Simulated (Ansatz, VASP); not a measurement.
## One calculation of Fe, two programs

```
Fe
1.0
     0.00000    1.94174    1.96511
     1.49844    0.00000    1.96511
     1.49844    1.94174    0.00000
Fe
1
Cartesian
  0.0000 0.0000 0.0000
```

Alike in both runs: task single point; functional PBE; k mesh 8 × 8 × 8; occupations gaussian, width 0.1 eV; collinear spin.

```csv
,VASP,Ansatz
version,VASP 6.6.1,Ansatz 0.2.0
potentials or method,"VASP PAW PBE potentials, release 64 (Fe)","scalar-relativistic, plane waves, PAW"
plane-wave cutoff (eV),520,420
valence electrons in the cell,8,16
```

VASP gave:

```
gap on the k mesh at the Fermi level (eV)                     : none
pressure (GPa)                                                : 0.8
largest component of the traceless stress (GPa)               : 4.97
net moment per atom (μB)                                      : 2.27
size of the moment on the site where the two differ most (μB) : 2.27
```

Task: Estimate Ansatz's values.

Result: gap on the k mesh at the Fermi level (eV): none; pressure (GPa): 0.7; largest component of the traceless stress (GPa): 4.97; net moment per atom (μB): 2.24; size of the moment on the site where the two differ most (μB): 2.29.

Site moments also hang on the region over which each program counts them. A gap of «none» marks a metal or a gap that the smearing closes. The functional is the same, so the differences come from potentials, cutoffs and numerics. The two sets of potentials don't hold the same shells in valence.

Caveats: the k mesh is coarse (spacing up to 0.39 Å⁻¹), so the values aren't converged.
